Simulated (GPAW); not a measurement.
## Anisotropy of free-standing square Ni monolayer, spacing 2.629 A

One collinear state of free-standing square Ni monolayer, spacing 2.629 A is converged, and its anisotropy computed from it.

Method: PBE; plane waves with GPAW's PAW setups, scalar-relativistic, in GPAW 26.7.0.

## (1) The starting structure

The cell holds 1 atom: 1 Ni. Its edges and angles: a = 2.629 Å, b = 2.629 Å, c = 14.000 Å, α = 90.0°, β = 90.0°, γ = 90.0°. model lattice. Vacuum lies along c.

## (2) Self-consistent state

All later steps read the density of this run.

The input, order1.py:

```python
import json
import numpy as np
from ase import Atoms
from ase.parallel import paropen, parprint
from gpaw import GPAW

atoms = Atoms(['Ni'],
    cell=[[2.629, 0.0, 0.0],
         [0.0, 2.629, 0.0],
         [0.0, 0.0, 14.0]],
    scaled_positions=[[0.0, 0.0, 0.5]],
    pbc=True,
    magmoms=[1.0])
atoms.calc = GPAW(mode={'name': 'pw', 'ecut': 550},
    xc='PBE',
    kpts={'size': (10, 10, 1), 'gamma': True},
    occupations={'name': 'fermi-dirac', 'width': 0.1},
    convergence={'density': 1e-05, 'energy': 1e-05},
    maxiter=200,
    symmetry={'tolerance': 1e-4},
    txt='order1.txt')
e = atoms.get_potential_energy(force_consistent=True)
res = {'free_energy': e, 'energy_sigma0': atoms.get_potential_energy(), 'fermi_energy': atoms.calc.get_fermi_level()}
res['moments'] = atoms.get_magnetic_moments().tolist()
res['total'] = atoms.get_magnetic_moment()
parprint('site moments (muB):', np.round(res['moments'], 3))
parprint(f"total moment: {res['total']:.3f} muB")
parprint(f'free energy: {e:.6f} eV')
atoms.calc.write('order1.gpw')
with paropen('results.json', 'w') as f:
    json.dump(res, f)
```

The run is started by

```sh
> OMP_NUM_THREADS=1 python3 order1.py > order1.log
```

The program printed:

```text
site moments (muB): [1.01]
total moment: 0.970 muB
free energy: -5.228057 eV

--- order1.txt ---
Input parameters:
  mode=PW(ecut=550),
  convergence={'density': 1e-05, 'energy': 1e-05},
  kpts=MonkhorstPack(size=(10, 10, 1), gamma=True),
  maxiter=200,
  occupations=Occupations(name='fermi-dirac', width=0.1),
  symmetry=Symmetry(tolerance=0.0001),
  xc=XC(name='PBE')

Diagonalizing LCAO Hamiltonian
Converting LCAO to pw mode
   .-----.
  /|     |
 * |     |
 | |     |
 | |     |
 | |     |
 | |     |
 | |     |
 | |     |
 | |     |
 Ni|     |
 | |     |
 | |     |
 | |     |
 | |     |
 | |     |
 | |     |
 | .-----.
 |/     /
 *-----*

Atoms  # Å, Bohr magnetons
|   | symbol |        x |        y |        z |    initial magnetic moments |
|---|--------|----------|----------|----------|-----------------------------|
| 0 |     Ni | 0.000000 | 0.000000 | 7.000000 | ( 0.0000,  0.0000,  1.0000) |

Unit cell  # Å
| periodic |        x |        y |         z |   lengths |    angles |
|----------|----------|----------|-----------|-----------|-----------|
|      yes | 2.629000 | 0.000000 |  0.000000 |  2.629000 | 90.000000 |
|      yes | 0.000000 | 2.629000 |  0.000000 |  2.629000 | 90.000000 |
|      yes | 0.000000 | 0.000000 | 14.000000 | 14.000000 | 90.000000 |

Number of symmetries: 16

BZ-sampling:
  Number of BZ points: 100
  Number of IBZ points: 21

  Monkhorst-Pack size: [10, 10, 1]
  Monkhorst-Pack shift: [0.05, 0.05, 0.0]

Plane wave coefficients: 2856
Cutoff: 550.0 eV

Spin-components: 2 (collinear spins)
Bands:           12
Projectors:      6
Spin-degeneracy: 1
Datatype:        complex128

Parallelization:
  kpt:    1
  domain: 1
  band:   1

Density:
  Valence electrons: 16.0
  Components: 2
  Grid points: [15 15 80]
  Charge: 0.0  # |e|

Potential:
  Grid points: [15 15 80]

[... setups left out ...]
Reference energy: -41367.998447  # eV

eigensolver:
  PPCG
  Converge bands: occupied
  niter=2

density mixing:
  MSR1-Mixer
  Pratt-step length: 0.05
  Maximum mixing coefficient: 0.75
  Old densities: 10
  SVD Regularization: 0.005
  Good broyden scale: 1.0
  Trust region scale: 1.0
  Backstep threshold: 4.0
  History deletion threshold: 6.0
  Fourier metric: weight=20.0, sigma=0.015

occupation numbers:
  Fermi-Dirac:
    width: 0.1000  # eV

poisson solver:
  ecut: 4400.0  # eV

xc functional:
  name: PBE with 2 nearest neighbor stencil

convergence criteria:
- Maximum integral of absolute [dens]ity change: 1e-05 electrons / valence electron
- Maximum [total energy] change in last 3 cyles: 1e-05 eV / valence electron
- Maximum integral of absolute [eigenst]ate change: 4e-08 eV^2 / valence electron
maximum number of iterations: 200

SCF iterations
|iter     |      energy | eigst |  dens |  magmom |
|---------|-------------|-------|-------|---------|
|iter:   1|       0s |   -6.061586 | +0.18 |       |  +1.0009|
|iter:   2|       1s |   -5.595183 | -0.78 | -0.92 |  +0.9829|
|iter:   3|       2s |   -5.160675 | -1.07 | -1.07 |  +0.9497|
|iter:   4|       4s |   -5.160416 | -2.17 | -1.69 |  +0.9544|
|iter:   5|       5s |   -5.166806 | -2.31 | -1.78 |  +0.9631|
|iter:   6|       6s |   -5.169039 | -3.10 | -2.27 |  +0.9673|
|iter:   7|       7s |   -5.172240 | -3.33 | -2.44 |  +0.9706|
|iter:   8|       8s |   -5.172888 | -3.92 | -2.51 |  +0.9716|
|iter:   9|      10s |   -5.173997 | -4.14 | -2.88 |  +0.9713|
|iter:  10|      11s |   -5.174651 | -4.60 | -3.29 |  +0.9707|
|iter:  11|      12s |   -5.174840 | -4.90 | -3.18 |  +0.9701|
|iter:  12|      13s |   -5.175022 | -5.39 | -3.76 |  +0.9700|
|iter:  13|      14s |   -5.175137 | -5.70 | -4.04 |  +0.9700|
|iter:  14|      15s |   -5.175147c| -6.27 | -4.39 |  +0.9700|
|iter:  15|      17s |   -5.175146c| -6.66 | -5.02c|  +0.9701|
|iter:  16|      17s |   -5.175148c| -7.08 | -5.46c|  +0.9701|
|iter:  17|      18s |   -5.175148c| -7.38 | -5.96c|  +0.9701|
|iter:  18|      19s |   -5.175148c| -7.65c| -6.46c|  +0.9701|

Converged in 18 steps
Energy contributions relative to reference atoms: (reference = -41367.998447)

Energy contributions:
  Kinetic:           3.940030
  Coulomb:          -2.708802
  Zero:              0.119940
  External:          0.000000
  Xc:               -6.473407
  Entropy:          -0.105818
  Spinorbit:         0.000000
  ----------------------------
  Free energy:      -5.228057
  Extrapolated:     -5.175148

dipole moment: (-5.275716, -5.275716, 0.000003)  # |e|*Ang

Total magnetic moment: (0.000000, 0.000000, 0.970056)

Local magnetic moments
|        x |        y |        z |
|----------|----------|----------|
| 0.000000 | 0.000000 | 1.009967 |  # Ni   0

Fermi level: -3.403
Eigenvalues  # (at kpt = [0.000, 0.000, 0.000])
| band index |      eig [eV] | occ [0-1] |      eig [eV] | occ [0-1] |
|------------|---------------|-----------|---------------|-----------|
|          0 |       -67.053 |     1.000 |       -65.859 |     1.000 |
|          1 |       -67.053 |     1.000 |       -65.859 |     1.000 |
|          2 |       -66.714 |     1.000 |       -65.610 |     1.000 |
|          3 |        -7.805 |     1.000 |        -7.726 |     1.000 |
|          4 |        -5.963 |     1.000 |        -5.219 |     1.000 |
|          5 |        -4.820 |     1.000 |        -4.195 |     1.000 |
|          6 |        -4.421 |     1.000 |        -3.222 |     0.140 |
|          7 |        -4.421 |     1.000 |        -3.222 |     0.140 |
|          8 |        -4.331 |     1.000 |        -3.075 |     0.036 |
|          9 |        -1.976 |     0.000 |        -1.999 |     0.000 |
|         10 |         1.236 |     0.000 |         1.200 |     0.000 |
|         11 |         2.340 |     0.000 |         2.279 |     0.000 |

No gap
No difference between direct/indirect transitions
```

It took 24 s on 1 MPI rank of Intel Xeon Platinum 8488C (Sapphire Rapids), shared host; peak memory 0.2 GiB.

This step gave:

* magnetization: 0.9701 μB
* final state: ferromagnetic
* largest moment: 1.010 μB

After 18 cycles the largest moment stands at 1.01 μB.

## (3) More states at fixed density

The steps that follow sum over empty states, which the ground-state run does not converge; 14 states a spin are converged here at the frozen density and written with their wave functions.

It starts from the saved density of the lowest of the states tried.

The input, nscf.py:

```python
from gpaw import GPAW

calc = GPAW('order1.gpw').fixed_density(
    kpts={'size': (12, 12, 1), 'gamma': True},
    nbands=18,
    convergence={'bands': 14, 'eigenstates': 1e-9},
    eigensolver='ppcg',
    parallel={'domain': 1},
    txt='nscf.txt')
calc.write('nscf.gpw', mode='all')
```

The run is started by

```sh
> OMP_NUM_THREADS=1 python3 nscf.py > nscf.log
```

The program printed:

```text
Input parameters:
  mode=PW(ecut=550),
  convergence={'bands': 14, 'eigenstates': 1e-09},
  eigensolver=PPCG(niter=2, min_niter=1, max_buffer_mem=209715200, blocksize=None, rr_modulo=5, include_cg=True, promote_inner_dtype=False, tolerances=None),
  gpts=array([15, 15, 80]),
  kpts=MonkhorstPack(size=(12, 12, 1), gamma=True),
  maxiter=200,
  nbands=18,
  occupations=Occupations(name='fermi-dirac', width=0.1),
  parallel={'domain': 1},
  symmetry=Symmetry(tolerance=0.0001),
  xc=XC(name='PBE')
```

Wall time 27 s (1 MPI rank); peak memory 0.24 GiB.

## (4) Energy against the direction of the moments

Spin–orbit coupling is added in the basis of the saved states for each direction of the moments. The change in the band energy is the anisotropy energy, with no new self-consistent run.

The input, anisotropy.py:

```python
import json
import numpy as np
from ase.parallel import paropen, parprint
from gpaw import GPAW
from gpaw.spinorbit import soc_eigenstates

calc = GPAW('nscf.gpw')
angles = [[0.0, 0.0], [90.0, 0.0], [90.0, 90.0], [45.0, 0.0]]  # theta, phi in degrees
res = {'rows': []}
for scale in [1.0]:
    e0 = None
    for theta, phi in angles:
        soc = soc_eigenstates(calc, n2=14, scale=scale, theta=theta, phi=phi)
        e = soc.calculate_band_energy()
        e0 = e if e0 is None else e0
        orbital = soc.get_orbital_magnetic_moments()
        res['rows'].append([scale, theta, phi, 1000 * (e - e0), orbital.tolist()])
        parprint(f'scale {scale} theta {theta:6.1f} phi {phi:6.1f}  dE = {1000 * (e - e0):9.4f} meV  |L| =', np.round(np.linalg.norm(orbital, axis=1), 4))
with paropen('results.json', 'w') as f:
    json.dump(res, f)
```

The run is started by

```sh
> OMP_NUM_THREADS=1 python3 anisotropy.py > anisotropy.log
```

The program printed:

```text
scale 1.0 theta    0.0 phi    0.0  dE =    0.0000 meV  |L| = [0.1591]
scale 1.0 theta   90.0 phi    0.0  dE =   -1.7737 meV  |L| = [0.2411]
scale 1.0 theta   90.0 phi   90.0  dE =   -1.7737 meV  |L| = [0.2411]
scale 1.0 theta   45.0 phi    0.0  dE =   -0.8843 meV  |L| = [0.2042]
```

It took 4 s on 1 MPI rank; peak memory 0.15 GiB.

Directions, in the order of the table: the normal; the first cell vector; the in-plane normal to it; 0.50 of the way from the normal to the first cell vector.

Theta from the Cartesian z axis, phi from x; spin up lies along the direction. Anisotropy, by row:

| spin-orbit scale | theta (degrees) | phi (degrees) | band energy less the first direction's (meV a cell) | orbital moment of atom 1 along the direction (μB) | sum of orbital moments along the direction (μB a cell) |
| --- | --- | --- | --- | --- | --- |
| 1 | 0 | 0 | 0 | 0.1591 | 0.1591 |
| 1 | 90 | 0 | -1.774 | 0.2411 | 0.2411 |
| 1 | 90 | 90 | -1.774 | 0.2411 | 0.2411 |
| 1 | 45 | 0 | -0.8843 | 0.2 | 0.2 |

## (5) Summary of results

```json
{
  "state": "ferromagnetic",
  "largest site moment": "1.01 μB",
  "spread of the directions' energies": "1.77 meV a cell",
  "easiest direction tried": "the plane normal to the layer's normal"
}
```

**Reading.** About the ferromagnetic state the directions differ by 1.77 meV a cell, with the plane normal to the layer's normal easiest. The anisotropy comes from the force theorem at a frozen potential; it needs a check on a finer mesh, and shape anisotropy is not in it.

[Logs and program files are shortened in this print: banners, set-up blocks, solver, clock and traceback lines can be left out without a mark of their own.]

[Logs are printed without paths, hosts, clocks, repeated set-up lines and the standing remarks that a program may print on its own settings, such as how far it seeks lower states.]

[Hosts, paths, dates, database ids (printed as entryN), source tags and the programs' standing remarks are cut or masked in the printed files.]

[Where a cell is said to come from a database of computed structures, the database is the Materials Project.]
